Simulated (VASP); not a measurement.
HfO$_{2}$ in VASP 6.6.1, single-point calculation

INCAR

```
ENCUT = 520
ISMEAR = 0
SIGMA = 0.01
EDIFF = 1E-7
PREC = Accurate
LASPH = .TRUE.
NSW = 0
LCHARG = .FALSE.
LREAL = .FALSE.
LWAVE = .FALSE.
IBRION = -1
NBANDS = 51
ISIF = 2
NELM = 120
GGA = CA
```

KPOINTS

```
KPOINTS created by Atomic Simulation Environment
0
Gamma
8 8 8
0 0 0
```

POSCAR

```
Hf O
 1.0000000000000000
     0.0000000000000000    2.5291823192270231    2.5291823192270231
     2.5291823192270231    0.0000000000000000    2.5291823192270231
     2.5291823192270231    2.5291823192270231   -0.0000000000000000
 Hf  O
   1   2
Cartesian
  0.0000000000000000 -0.0000000000000000  0.0000000000000000
  1.2645911596135113  1.2645911596135113  1.2645911596135113
  3.7937734788405346  3.7937734788405346  3.7937734788405346
```

The recommended LDA PAW datasets give the neutral cell 22 valence electrons.

Command

```
mpirun -np 1 vasp_std
```

Question: How does this run end, and what does it give?

Answer: It converged. Results: gap between bands v and c on the k mesh 3.61 eV; least direct gap on the k mesh 3.61 eV; pressure -12.0 GPa. Band v is the last that the valence electrons fill when counted band by band, and c is the next.

OSZICAR

```
N       E                     dE             d eps       ncg     rms          rms(c)
DAV:   1     0.122441661011E+03    0.12244E+03   -0.90699E+03  2958   0.425E+02
DAV:   2    -0.335069678085E+02   -0.15595E+03   -0.14660E+03  3454   0.165E+02
DAV:   3    -0.386540893630E+02   -0.51471E+01   -0.51043E+01  3510   0.255E+01
DAV:   4    -0.386631410311E+02   -0.90517E-02   -0.90505E-02  3340   0.106E+00
DAV:   5    -0.386631518562E+02   -0.10825E-04   -0.10825E-04  3369   0.373E-02    0.502E+01
DAV:   6    -0.332779636478E+02    0.53852E+01   -0.81256E+00  3140   0.112E+01    0.467E+01
DAV:   7    -0.331043418731E+02    0.17362E+00   -0.28060E-01  3363   0.185E+00    0.296E+01
DAV:   8    -0.330251162356E+02    0.79226E-01   -0.15855E-01  3209   0.159E+00    0.294E+00
DAV:   9    -0.330169456430E+02    0.81706E-02   -0.94701E-03  3175   0.437E-01    0.156E+00
DAV:  10    -0.330169865393E+02   -0.40896E-04   -0.72547E-04  3485   0.872E-02    0.231E-01
DAV:  11    -0.330169815006E+02    0.50387E-05   -0.33423E-06  3317   0.811E-03    0.470E-02
DAV:  12    -0.330169834703E+02   -0.19697E-05   -0.18272E-06  3239   0.475E-03    0.211E-02
DAV:  13    -0.330169833833E+02    0.87009E-07   -0.62821E-08  3007   0.114E-03
   1 F= -.33016983E+02 E0= -.33016983E+02  d E =-.553362E-83
```

Standard output (part)

```
POSCAR found type information on POSCAR HfO
 POSCAR found :  2 types and       3 ions
 LDA part: xc-table for (Slater(with rela. corr.)+CA(PZ))
 , standard interpolation
 POSCAR, INCAR and KPOINTS ok, starting setup
 WAVECAR not read
 entering main loop
```

For comparison, a separate LDA run of the intended cell, on usual settings and not on those above, gives a gap of 3.61 eV on its mesh and a pressure of -12.0 GPa.
